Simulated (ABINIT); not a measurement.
# FeO (P-6m2) in ABINIT: reference runs

Aim: a first look at FeO with PBE, on the cell as given.

All numbers are computed with ABINIT 10.8.3 (patched build); they aren't measurements. Logs are shortened: lines on timing, memory, paths and dates and some standing lists are left out, and cuts for length are marked. The log counts tension as positive stress, the text compression.

### 1 The structure

The structure is hexagonal, space group P-6m2 (No. 187). The conventional cell has a = 2.903 Å, b = 2.903 Å, c = 2.833 Å, α = 90.00°, β = 90.00°, γ = 120.00°. Around Fe (site symmetry -6m2) lie 6 O at 2.19 Å. O (site symmetry -6m2) is surrounded by 6 Fe at 2.19 Å.

The cell comes from a database or a generator and needn't be the stable form of this composition.

### 2 Single point, PBE, collinear spin, ferromagnetic start

run.abi

```
# Pseudopotentials
pp_dirpath "./"
pseudos "Fe.GGA_PBE-JTH.xml, O.GGA_PBE-JTH.xml"

# Structure
acell 2.90290551 2.9029055106 2.83309195 Angstrom
rprim
     1.0000000000     0.0000000000     0.0000000000
    -0.4999999982     0.8660254048     0.0000000000
     0.0000000000     0.0000000000     1.0000000000
ntypat 2
znucl 26 8
natom 2
typat 1 2
xred
     0.0000000000     0.0000000000     0.0000000000
     0.6666666667     0.3333333333     0.5000000000

# Plane-wave basis
ecut 26.0
pawecutdg 48.0
pawxcdev 0

# k points
kptopt 1
ngkpt 10 10 9
nshiftk 1
shiftk 0.0 0.0 0.0

# Exchange and correlation
ixc 11

# Bands and occupations
nband 16
occopt 3
tsmear 0.05 eV

# Spin
nsppol 2
spinat
     0.0000000000     0.0000000000     4.0000000000
     0.0000000000     0.0000000000     0.0000000000

# SCF cycle
nstep 100
tolvrs 1.0e-9

# Output
iomode 3
prtwf 0
prteig 0
prtebands 0
enunit 1
prtden 1
prtvha 1
prtvclmb 1
prtpot 1
```

Potentials or basis: JTH PAW PBE v2.0.

Command:

```
$ abinit run.abi > log 2>&1
```

run.abo:

```text
.Version 10.8.3 of ABINIT
 Symmetries : space group P-6 m 2 (#187); Bravais hP (primitive hexag.)
================================================================================
 Values of the parameters that define the memory need of the present run
     intxc =       0    ionmov =       0      iscf =      17    lmnmax =      18
     lnmax =       6     mgfft =      27  mpssoang =       3    mqgrid =    3001
     natom =       2  nloc_mem =       2    nspden =       2   nspinor =       1
    nsppol =       2      nsym =      12    n1xccc =       1    ntypat =       2
    occopt =       3   xclevel =       2
       mpw =         900          nfft =       19683          nkpt =          70
 PAW method is used; the additional fine FFT grid is defined by:
   mgfftf=        36    nfftf =     46656
================================================================================
================================================================================

--------------------------------------------------------------------------------
------------- Echo of variables that govern the present computation ------------
--------------------------------------------------------------------------------
 -outvars: echo values of preprocessed input variables --------
            acell      5.4856963833E+00  5.4856963844E+00  5.3537678750E+00 Bohr
              amu      5.58470000E+01  1.59994000E+01
             ecut      2.60000000E+01 Hartree
           enunit           1
                       outvar_i_n : Printing only first  50 k-points.
              ixc          11
                       outvar_i_n : Printing only first  50 k-points.
         kptrlatt       10    0    0      0   10    0      0    0    9
          kptrlen      4.81839109E+01
            natom           2
            nband          16
            ngfft          27      27      27
          ngfftdg          36      36      36
             nkpt          70
           nspden           2
           nsppol           2
            nstep         100
             nsym          12
           ntypat           2
                       prtocc : prtvol=0, do not print more k-points.
                       1.000000  1.000000  1.000000  1.000000  1.000000  1.000000
                       1.000000  1.000000  1.000000  1.000000  1.000000  0.000000
                       0.000000  0.000000  0.000000  0.000000
                       1.000000  1.000000  1.000000  1.000000  1.000000  1.000000
                       1.000000  1.000000  1.000000  1.000000  1.000000  0.000000
                       0.000000  0.000000  0.000000  0.000000
                       1.000000  1.000000  1.000000  1.000000  1.000000  1.000000
                       1.000000  1.000000  1.000000  1.000000  1.000000  0.000000
                       0.000000  0.000000  0.000000  0.000000
                       1.000000  1.000000  1.000000  1.000000  1.000000  1.000000
                       1.000000  1.000000  1.000000  1.000000  1.000000  0.000000
                       0.000000  0.000000  0.000000  0.000000
                       1.000000  1.000000  1.000000  1.000000  1.000000  1.000000
                       1.000000  1.000000  1.000000  1.000000  1.000000  0.000000
                       0.000000  0.000000  0.000000  0.000000
                       1.000000  1.000000  1.000000  1.000000  1.000000  1.000000
                       1.000000  1.000000  1.000000  1.000000  1.000000  0.000000
[... 118 lines left out ...]
                       1.000000  1.000000  1.000000  1.000000  1.000000  1.000000
                       1.000000  1.000000  1.000000  1.000000  1.000000  0.000000
                       0.000000  0.000000  0.000000  0.000000
                       1.000000  1.000000  1.000000  1.000000  1.000000  1.000000
                       1.000000  1.000000  1.000000  1.000000  1.000000  0.000000
                       0.000000  0.000000  0.000000  0.000000
                       1.000000  1.000000  1.000000  1.000000  1.000000  1.000000
                       1.000000  1.000000  1.000000  1.000000  1.000000  0.000000
                       0.000000  0.000000  0.000000  0.000000
                       1.000000  1.000000  1.000000  1.000000  1.000000  1.000000
                       1.000000  1.000000  1.000000  1.000000  1.000000  0.000000
                       0.000000  0.000000  0.000000  0.000000
                       1.000000  1.000000  1.000000  1.000000  1.000000  1.000000
                       1.000000  1.000000  1.000000  1.000000  1.000000  0.000000
                       0.000000  0.000000  0.000000  0.000000
                       prtocc : prtvol=0, do not print more k-points.
           occopt           3
        pawecutdg      4.80000000E+01 Hartree
         pawxcdev           0
        prtebands           0
           prteig           0
           prtpot           1
         prtvclmb           1
           prtvha           1
            prtwf           0
            rprim      1.0000000000E+00  0.0000000000E+00  0.0000000000E+00
                      -4.9999999820E-01  8.6602540480E-01  0.0000000000E+00
                       0.0000000000E+00  0.0000000000E+00  1.0000000000E+00
          spgroup         187
           spinat      0.0000000000E+00  0.0000000000E+00  4.0000000000E+00
                       0.0000000000E+00  0.0000000000E+00  0.0000000000E+00
           tolvrs      1.00000000E-09
           tsmear      1.83746611E-03 Hartree
            typat      1  2
           useylm           1
                       outvars : Printing only first  50 k-points.
           xangst      0.0000000000E+00  0.0000000000E+00  0.0000000000E+00
                       1.4514527566E+00  8.3799663997E-01  1.4165459750E+00
            xcart      0.0000000000E+00  0.0000000000E+00  0.0000000000E+00
                       2.7428481947E+00  1.5835841440E+00  2.6768839375E+00
             xred      0.0000000000E+00  0.0000000000E+00  0.0000000000E+00
                       6.6666666667E-01  3.3333333333E-01  5.0000000000E-01
            znucl       26.00000    8.00000

================================================================================

 chkinp: Checking input parameters for consistency.

================================================================================
== DATASET  1 ==================================================================

--- !DatasetInfo
iteration_state: {dtset: 1, }
[... 79 lines left out ...]
  sigma(2 2)=  3.19788817E-04  sigma(3 1)=  0.00000000E+00
  sigma(3 3)=  4.87540600E-04  sigma(2 1)= -7.96042303E-11

--- !ResultsGS
iteration_state: {dtset: 1, }
comment   : Summary of ground state results
lattice_vectors:
- [  5.4856964,   0.0000000,   0.0000000, ]
- [ -2.7428482,   4.7507524,   0.0000000, ]
- [  0.0000000,   0.0000000,   5.3537679, ]
lattice_lengths: [   5.48570,    5.48570,    5.35377, ]
lattice_angles: [ 90.000,  90.000, 120.000, ] # degrees, (23, 13, 12)
lattice_volume:   1.3952554E+02
convergence: {deltae: -3.109E-11, res2:  5.443E-10, residm:  8.364E-07, diffor: null, }
etotal    :  -1.40576724E+02
entropy   :   0.00000000E+00
fermie    :   2.66770171E-01
cartesian_stress_tensor: # hartree/bohr^3
- [  3.19788929E-04,  -7.96042303E-11,   0.00000000E+00, ]
- [ -7.96042303E-11,   3.19788817E-04,   0.00000000E+00, ]
- [  0.00000000E+00,   0.00000000E+00,   4.87540600E-04, ]
pressure_GPa:  -1.1054E+01
xred      :
- [  0.0000E+00,   0.0000E+00,   0.0000E+00, Fe]
- [  6.6667E-01,   3.3333E-01,   5.0000E-01,  O]
cartesian_forces: # hartree/bohr
- [ -2.51314374E-26,  -4.35289264E-26,  -0.00000000E+00, ]
- [  2.51314374E-26,   4.35289264E-26,  -0.00000000E+00, ]
force_length_stats: {min:   5.02628748E-26, max:   5.02628748E-26, mean:   5.02628748E-26, }
...

 Integrated electronic and magnetization densities in atomic spheres:
 ------------------------------------------------------------------------------------------------------------
 Radius=ratsph(iatom), smearing ratsm=  0.0000. Diff(up-dn)=approximate z local magnetic moment.
    Atom    Radius    up_density   dn_density  Total(up+dn)  Diff(up-dn)
    1 Fe   2.11532     8.836356     5.257375     14.093732     3.578981
    2  O   1.41465     2.420926     2.092009      4.512935     0.328917
 ------------------------------------------------------------------------------------------------------------
  Sum:                11.257282     7.349384     18.606667     3.907898
 Total magnetization (from the atomic spheres):                3.907898
 Total magnetization (exact up - dn):                          3.999926

================================================================================

 ----iterations are completed or convergence reached----

 Mean square residual over all n,k,spin=   16.231E-10; max=  83.639E-08
 reduced coordinates (array xred) for    2 atoms
       0.000000000000      0.000000000000      0.000000000000
       0.666666666667      0.333333333333      0.500000000000
 rms dE/dt=  2.7573E-25; max dE/dt=  2.7573E-25; dE/dt below (all hartree)
    1       0.000000000000     -0.000000000000      0.000000000000
    2       0.000000000000     -0.000000000000      0.000000000000

 cartesian coordinates (angstrom) at end:
    1      0.00000000000000     0.00000000000000     0.00000000000000
    2      1.45145275664174     0.83799663997117     1.41654597500000

 cartesian forces (hartree/bohr) at end:
    1     -0.00000000000000    -0.00000000000000    -0.00000000000000
    2      0.00000000000000     0.00000000000000    -0.00000000000000
 frms,max,avg= 2.9019284E-26 4.3528926E-26   0.000E+00  0.000E+00  0.000E+00 h/b

 cartesian forces (eV/Angstrom) at end:
    1     -0.00000000000000    -0.00000000000000    -0.00000000000000
    2      0.00000000000000     0.00000000000000    -0.00000000000000
 frms,max,avg= 1.4922316E-24 2.2383474E-24   0.000E+00  0.000E+00  0.000E+00 e/A
 length scales=  5.485696383289  5.485696384422  5.353767875014 bohr
              =  2.902905510000  2.902905510600  2.833091950000 angstroms
 Fermi (or HOMO) energy (eV) =   7.25919   Average Vxc (eV)= -11.80800
 Eigenvalues (   eV  ) for nkpt=  70  k points, SPIN UP:
 kpt#   1, nband= 16, wtk=  0.00111, kpt=  0.0000  0.0000  0.0000 (reduced coord)
 -82.40355  -48.48512  -48.36073  -48.36073  -12.65783    2.46695    2.46695    2.88282
   3.69567    4.45520    4.45520    6.17952    6.17952    7.45026   21.09461   22.75757
 prteigrs : prtvol=0 or 1, do not print more k-points.

 Eigenvalues (   eV  ) for nkpt=  70  k points, SPIN DOWN:
 kpt#   1, nband= 16, wtk=  0.00111, kpt=  0.0000  0.0000  0.0000 (reduced coord)
 -78.21136  -44.31994  -44.31994  -44.28333  -12.07104    4.04979    4.04979    4.28333
   5.43818    8.35043    8.55061    8.55061    8.66337    8.66337   21.81339   23.64271
 prteigrs : prtvol=0 or 1, do not print more k-points.

--- !EnergyTerms
iteration_state     : {dtset: 1, }
comment             : Components of total free energy in Hartree
kinetic             :  1.95431694541664E+01
hartree             :  3.10062416379744E+01
xc                  : -6.26881015532404E+00
Ewald energy        : -9.36202693931200E+01
psp_core            :  5.62464830303586E+00
local_psp           : -8.67863646779183E+01
PAW spherical_terms : -1.00753049549930E+01
internal            : -1.40576689786179E+02
'-kT*entropy'       : -3.58547484370262E-05
total_energy        : -1.40576725640927E+02
total_energy_eV     : -3.82528757861057E+03
...

--- !EnergyTermsDC
iteration_state     : {dtset: 1, }
comment             : '"Double-counting" decomposition of free energy'
band_energy         : -1.53514402460582E+01
Ewald energy        : -9.36202693931200E+01
psp_core            :  5.62464830303586E+00
xc_dc               : -2.91237943376522E+01
PAW spherical_terms : -8.10583293063315E+00
internal            : -1.40576688604428E+02
'-kT*entropy'       : -3.58547484370262E-05
total_energy_dc     : -1.40576724459176E+02
total_energy_dc_eV  : -3.82528754645349E+03
...

--- !EnergyTermsWithPAWCore
iteration_state     : {dtset: 1, }
comment             : 'Components of total free energy, including PAW core contributions'
Total energy        : -1.34803188742296E+03
Total energy DC     : -1.34803188624121E+03
Total energy (eV)   : -3.66818163605649E+04
Total energy DC (eV): -3.66818163284078E+04
...

 Cartesian components of stress tensor (hartree/bohr^3)
  sigma(1 1)=  3.19788929E-04  sigma(3 2)=  0.00000000E+00
  sigma(2 2)=  3.19788817E-04  sigma(3 1)=  0.00000000E+00
  sigma(3 3)=  4.87540600E-04  sigma(2 1)= -7.96042303E-11

-Cartesian components of stress tensor (GPa)         [Pressure= -1.1054E+01 GPa]
- sigma(1 1)=  9.40851511E+00  sigma(3 2)=  0.00000000E+00
- sigma(2 2)=  9.40851181E+00  sigma(3 1)=  0.00000000E+00
- sigma(3 3)=  1.43439397E+01  sigma(2 1)= -2.34203731E-06

== END DATASET(S) ==============================================================
================================================================================

 -outvars: echo values of variables after computation  --------
            acell      5.4856963833E+00  5.4856963844E+00  5.3537678750E+00 Bohr
           etotal     -1.4057672446E+02
            fcart     -2.5131437432E-26 -4.3528926390E-26 -0.0000000000E+00
                       2.5131437432E-26  4.3528926390E-26 -0.0000000000E+00
            rprim      1.0000000000E+00  0.0000000000E+00  0.0000000000E+00
                      -4.9999999820E-01  8.6602540480E-01  0.0000000000E+00
                       0.0000000000E+00  0.0000000000E+00  1.0000000000E+00
           strten      3.1978892860E-04  3.1978881650E-04  4.8754060033E-04
                       0.0000000000E+00  0.0000000000E+00 -7.9604230326E-11
           xangst      0.0000000000E+00  0.0000000000E+00  0.0000000000E+00
                       1.4514527566E+00  8.3799663997E-01  1.4165459750E+00
             xred      0.0000000000E+00  0.0000000000E+00  0.0000000000E+00
                       6.6666666667E-01  3.3333333333E-01  5.0000000000E-01
 Calculation completed.
```

Wall time 94 s (1 thread of Arm Neoverse V1, shared host); peak memory 0.17 GiB.

Results:

```
Free energy                                           : -3825.2875 eV
Pressure                                              : -11.1 GPa
Band gap on the k mesh                                : none (metal or under the smearing width)
Net moment                                            : 4.00 μB per cell
Site moments                                          : Fe +3.58; O +0.33 μB
Valence electrons inside the program's atomic spheres : Fe 14.09; O 4.51
```

Stress tensor (GPa, compression positive):
```
 -9.41   0.00   0.00
  0.00  -9.41   0.00
  0.00   0.00 -14.34
```

Caveat: a cell with one magnetic atom can't hold antiferromagnetic order, which such compounds often take; semilocal functionals often make such compounds metallic where correlation or magnetic order opens a gap, which also shifts bond lengths. With open d or f shells a metallic result of PBE can be an artefact of self-interaction; +U or a hybrid may open a gap.

(Part 1 of 2 ends here.)
